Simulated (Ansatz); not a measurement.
WS₂: levels along high-symmetry lines

```
W S
1.0
     1.57900    0.91164    6.16333
    -1.57900    0.91164    6.16333
     0.00000   -1.82327    6.16333
W S
1 2
Direct
  0.00000 0.00000 0.00000
  0.75030 0.75030 0.75030
  0.58100 0.58100 0.58100
```

Atoms are numbered in the order listed.

The cell is COD entry 9012192, as deposited and not checked against the literature; nothing was relaxed.

Spin–orbit coupling is left out, though it moves levels of the heavy atoms by tenths of an eV or more.

Method: Ansatz 0.2.0, DFT, PBEsol, all-electron LAPW, scalar-relativistic.

The runs use a Γ-centred 15×15×15 k mesh, Fermi–Dirac smearing of 0.03 eV, basis error target 1 meV/atom, no spin polarisation.

Points in fractions of the reciprocal vectors of this cell: Γ (0, 0, 0), T (0.5, 0.5, 0.5), H2 (0.819, 0.181, 0.5), H0 (0.5, -0.181, 0.181), L (0.5, 0, 0), S0 (0.341, -0.341, 0), S2 (0.659, 0, 0.341), F (0.5, 0, 0.5). The path runs Γ–T–H2–H0–L–Γ–S0–S2–F. Energies are in eV from the top of the valence band; (×n) counts levels within 4 meV of each other, which need not be degenerate by symmetry.

(1) Metal or insulator at this level of theory?

(2) Tabulate bands 34 to 39, counted from the lowest band of the run, along the path.

## Answers

(1) An insulator or semiconductor: gap 0.97 eV, indirect from T (0.5, 0.5, 0.5) to the line Γ–S0 (0.341, -0.341, 0).

(2) 
```json
{"k (1/Å)": "0.00", "point": "Γ", "band 34": "-2.29", "band 35": "-1.56", "band 36": "-1.23", "band 37": "2.18", "band 38": "2.18", "band 39": "2.54"}
{"k (1/Å)": "0.07", "point": "", "band 34": "-2.29", "band 35": "-1.85", "band 36": "-0.99", "band 37": "2.18", "band 38": "2.18", "band 39": "2.54"}
{"k (1/Å)": "0.15", "point": "", "band 34": "-2.29", "band 35": "-2.28", "band 36": "-0.69", "band 37": "2.19", "band 38": "2.19", "band 39": "2.52"}
{"k (1/Å)": "0.22", "point": "", "band 34": "-2.28", "band 35": "-2.28", "band 36": "-0.43", "band 37": "2.21", "band 38": "2.21", "band 39": "2.49"}
{"k (1/Å)": "0.29", "point": "", "band 34": "-2.27", "band 35": "-2.27", "band 36": "-0.24", "band 37": "2.23", "band 38": "2.23", "band 39": "2.46"}
{"k (1/Å)": "0.36", "point": "", "band 34": "-2.27", "band 35": "-2.27", "band 36": "-0.10", "band 37": "2.26", "band 38": "2.26", "band 39": "2.42"}
{"k (1/Å)": "0.44", "point": "", "band 34": "-2.26", "band 35": "-2.26", "band 36": "-0.03", "band 37": "2.28", "band 38": "2.28", "band 39": "2.39"}
{"k (1/Å)": "0.51", "point": "T", "band 34": "-2.26", "band 35": "-2.26", "band 36": "0.00", "band 37": "2.29", "band 38": "2.29", "band 39": "2.38"}
{"k (1/Å)": "0.69", "point": "", "band 34": "-2.44", "band 35": "-2.24", "band 36": "-0.20", "band 37": "2.16", "band 38": "2.27", "band 39": "2.32"}
{"k (1/Å)": "0.87", "point": "", "band 34": "-2.99", "band 35": "-2.19", "band 36": "-0.74", "band 37": "1.91", "band 38": "2.08", "band 39": "2.32"}
{"k (1/Å)": "1.05", "point": "", "band 34": "-2.95", "band 35": "-2.18", "band 36": "-1.36", "band 37": "1.64", "band 38": "2.08", "band 39": "2.45"}
{"k (1/Å)": "1.23", "point": "", "band 34": "-3.16", "band 35": "-2.27", "band 36": "-1.61", "band 37": "1.70", "band 38": "2.28", "band 39": "2.57"}
{"k (1/Å)": "1.42", "point": "", "band 34": "-3.79", "band 35": "-2.47", "band 36": "-1.48", "band 37": "2.19", "band 38": "2.52", "band 39": "2.58"}
{"k (1/Å)": "1.60", "point": "", "band 34": "-4.36", "band 35": "-2.75", "band 36": "-1.09", "band 37": "1.79", "band 38": "2.59", "band 39": "3.27"}
{"k (1/Å)": "1.78", "point": "H2", "band 34": "-4.08", "band 35": "-3.03", "band 36": "-0.71", "band 37": "1.24", "band 38": "2.50", "band 39": "3.53"}
{"k (1/Å)": "1.83", "point": "", "band 34": "-4.06", "band 35": "-3.04", "band 36": "-0.70", "band 37": "1.23", "band 38": "2.50", "band 39": "3.52"}
{"k (1/Å)": "1.88", "point": "", "band 34": "-4.03", "band 35": "-3.06", "band 36": "-0.69", "band 37": "1.21", "band 38": "2.50", "band 39": "3.50"}
{"k (1/Å)": "1.93", "point": "", "band 34": "-4.01", "band 35": "-3.07", "band 36": "-0.69", "band 37": "1.21", "band 38": "2.51", "band 39": "3.49"}
{"k (1/Å)": "1.98", "point": "", "band 34": "-4.01", "band 35": "-3.07", "band 36": "-0.69", "band 37": "1.21", "band 38": "2.51", "band 39": "3.49"}
{"k (1/Å)": "2.03", "point": "", "band 34": "-4.03", "band 35": "-3.06", "band 36": "-0.69", "band 37": "1.21", "band 38": "2.50", "band 39": "3.50"}
{"k (1/Å)": "2.08", "point": "", "band 34": "-4.06", "band 35": "-3.04", "band 36": "-0.70", "band 37": "1.23", "band 38": "2.50", "band 39": "3.52"}
{"k (1/Å)": "2.13", "point": "H0", "band 34": "-4.08", "band 35": "-3.03", "band 36": "-0.71", "band 37": "1.24", "band 38": "2.50", "band 39": "3.53"}
{"k (1/Å)": "2.24", "point": "", "band 34": "-3.96", "band 35": "-3.08", "band 36": "-0.72", "band 37": "1.23", "band 38": "2.47", "band 39": "3.40"}
{"k (1/Å)": "2.34", "point": "", "band 34": "-3.94", "band 35": "-2.99", "band 36": "-0.88", "band 37": "1.43", "band 38": "2.52", "band 39": "3.20"}
{"k (1/Å)": "2.44", "point": "", "band 34": "-3.79", "band 35": "-2.84", "band 36": "-1.06", "band 37": "1.70", "band 38": "2.67", "band 39": "3.02"}
{"k (1/Å)": "2.54", "point": "", "band 34": "-3.24", "band 35": "-2.71", "band 36": "-1.22", "band 37": "1.94", "band 38": "2.77", "band 39": "3.03"}
{"k (1/Å)": "2.65", "point": "", "band 34": "-2.68", "band 35": "-2.60", "band 36": "-1.36", "band 37": "2.13", "band 38": "2.67", "band 39": "3.34"}
{"k (1/Å)": "2.75", "point": "", "band 34": "-2.58", "band 35": "-2.15", "band 36": "-1.53", "band 37": "2.25", "band 38": "2.60", "band 39": "3.61"}
{"k (1/Å)": "2.85", "point": "L", "band 34": "-2.57", "band 35": "-1.81", "band 36": "-1.74", "band 37": "2.29", "band 38": "2.58", "band 39": "3.57"}
{"k (1/Å)": "3.02", "point": "", "band 34": "-2.53", "band 35": "-1.88", "band 36": "-1.86", "band 37": "2.21", "band 38": "2.30", "band 39": "3.52"}
{"k (1/Å)": "3.19", "point": "", "band 34": "-2.41", "band 35": "-2.09", "band 36": "-1.97", "band 37": "1.81", "band 38": "2.05", "band 39": "3.38"}
{"k (1/Å)": "3.35", "point": "", "band 34": "-2.44", "band 35": "-2.12", "band 36": "-1.79", "band 37": "1.42", "band 38": "1.99", "band 39": "3.06"}
{"k (1/Å)": "3.52", "point": "", "band 34": "-2.83", "band 35": "-1.75", "band 36": "-1.43", "band 37": "1.32", "band 38": "2.07", "band 39": "2.62"}
{"k (1/Å)": "3.68", "point": "", "band 34": "-2.77", "band 35": "-1.51", "band 36": "-1.17", "band 37": "1.65", "band 38": "2.24", "band 39": "2.27"}
{"k (1/Å)": "3.85", "point": "", "band 34": "-2.43", "band 35": "-1.47", "band 36": "-1.16", "band 37": "2.09", "band 38": "2.30", "band 39": "2.30"}
{"k (1/Å)": "4.01", "point": "Γ", "band 34": "-2.29", "band 35": "-1.56", "band 36": "-1.23", "band 37": "2.18", "band 38": "2.18", "band 39": "2.54"}
{"k (1/Å)": "4.21", "point": "", "band 34": "-2.50", "band 35": "-1.41", "band 36": "-1.19", "band 37": "2.03", "band 38": "2.24", "band 39": "2.32"}
{"k (1/Å)": "4.40", "point": "", "band 34": "-3.03", "band 35": "-1.43", "band 36": "-1.24", "band 37": "1.46", "band 38": "2.11", "band 39": "2.23"}
{"k (1/Å)": "4.60", "point": "", "band 34": "-2.86", "band 35": "-1.64", "band 36": "-1.50", "band 37": "1.05", "band 38": "2.02", "band 39": "2.47"}
{"k (1/Å)": "4.79", "point": "", "band 34": "-3.21", "band 35": "-2.02", "band 36": "-1.52", "band 37": "1.00", "band 38": "2.35", "band 39": "2.75"}
{"k (1/Å)": "4.98", "point": "", "band 34": "-3.94", "band 35": "-2.51", "band 36": "-1.31", "band 37": "1.36", "band 38": "2.64", "band 39": "2.79"}
{"k (1/Å)": "5.18", "point": "", "band 34": "-3.95", "band 35": "-2.94", "band 36": "-0.93", "band 37": "1.43", "band 38": "2.58", "band 39": "2.92"}
{"k (1/Å)": "5.37", "point": "S0", "band 34": "-4.01", "band 35": "-3.07", "band 36": "-0.69", "band 37": "1.21", "band 38": "2.51", "band 39": "3.48"}
{"k (1/Å)": "5.42", "point": "", "band 34": "-4.01", "band 35": "-3.07", "band 36": "-0.69", "band 37": "1.20", "band 38": "2.50", "band 39": "3.48"}
{"k (1/Å)": "5.47", "point": "", "band 34": "-4.01", "band 35": "-3.07", "band 36": "-0.69", "band 37": "1.20", "band 38": "2.49", "band 39": "3.48"}
{"k (1/Å)": "5.52", "point": "", "band 34": "-4.02", "band 35": "-3.06", "band 36": "-0.69", "band 37": "1.20", "band 38": "2.48", "band 39": "3.49"}
{"k (1/Å)": "5.57", "point": "", "band 34": "-4.02", "band 35": "-3.06", "band 36": "-0.69", "band 37": "1.20", "band 38": "2.48", "band 39": "3.49"}
{"k (1/Å)": "5.62", "point": "", "band 34": "-4.01", "band 35": "-3.07", "band 36": "-0.69", "band 37": "1.20", "band 38": "2.49", "band 39": "3.48"}
{"k (1/Å)": "5.66", "point": "", "band 34": "-4.01", "band 35": "-3.07", "band 36": "-0.69", "band 37": "1.20", "band 38": "2.50", "band 39": "3.48"}
{"k (1/Å)": "5.71", "point": "S2", "band 34": "-4.01", "band 35": "-3.07", "band 36": "-0.69", "band 37": "1.21", "band 38": "2.51", "band 39": "3.48"}
{"k (1/Å)": "5.80", "point": "", "band 34": "-4.12", "band 35": "-3.04", "band 36": "-0.77", "band 37": "1.35", "band 38": "2.59", "band 39": "3.54"}
{"k (1/Å)": "5.90", "point": "", "band 34": "-4.21", "band 35": "-3.00", "band 36": "-0.90", "band 37": "1.60", "band 38": "2.75", "band 39": "3.44"}
{"k (1/Å)": "5.99", "point": "", "band 34": "-3.86", "band 35": "-2.99", "band 36": "-1.02", "band 37": "1.87", "band 38": "2.92", "band 39": "3.34"}
{"k (1/Å)": "6.08", "point": "", "band 34": "-3.31", "band 35": "-3.01", "band 36": "-1.13", "band 37": "2.09", "band 38": "2.88", "band 39": "3.51"}
{"k (1/Å)": "6.17", "point": "", "band 34": "-3.10", "band 35": "-2.72", "band 36": "-1.26", "band 37": "2.21", "band 38": "2.76", "band 39": "3.43"}
{"k (1/Å)": "6.26", "point": "", "band 34": "-3.15", "band 35": "-2.26", "band 36": "-1.42", "band 37": "2.24", "band 38": "2.70", "band 39": "3.24"}
{"k (1/Å)": "6.35", "point": "F", "band 34": "-3.18", "band 35": "-2.01", "band 36": "-1.56", "band 37": "2.24", "band 38": "2.69", "band 39": "3.17"}
```
